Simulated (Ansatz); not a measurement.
Crystal: MnS.

```
Mn S
1.0
     0.00000    2.60450    2.60450
     2.60450    0.00000    2.60450
     2.60450    2.60450    0.00000
Mn S
1 1
Cartesian
  0.0000 0.0000 0.0000
  2.6045 2.6045 2.6045
```

Base run:

| Quantity | Value |
| --- | --- |
| Program | Ansatz 0.2.0 |
| Functional | PBEsol0 |
| Potentials or basis | Ansatz PAW |
| Cutoff | 420 eV (not typed: the program's choice for these potentials) |
| k mesh | 5 × 5 × 5 |
| Occupations | fermi-dirac, width 0.05 eV |
| Spin | collinear spin, ferromagnetic start |
| Starting moments | [4.0, 0.0] μB |

Its results: band gap on the k mesh 1.80 eV, indirect (least direct gap 4.06 eV); pressure -0.8 GPa; net moment 5.00 μB per cell; site moments Mn +4.51; S +0.15 μB.

Q: The run is repeated on the same cell with these changes: functional from PBEsol0 to B3LYP. What comes out?

A: Band gap on the k mesh 1.33 eV, indirect (least direct gap 3.23 eV); pressure 5.5 GPa; net moment 5.00 μB per cell; site moments Mn +4.48; S +0.20 μB.

Caveats: the magnetic or orbital state may not be the lowest; the k mesh misses the band edges, so the gap on the mesh is wider than the one along the path; a cell with one magnetic atom can't hold antiferromagnetic order, which such compounds often take; the PAW data sets come from PBE, with cores solved anew for the run's functional, which leaves a small shift of forces and pressure; the thresholds are loose for stress.
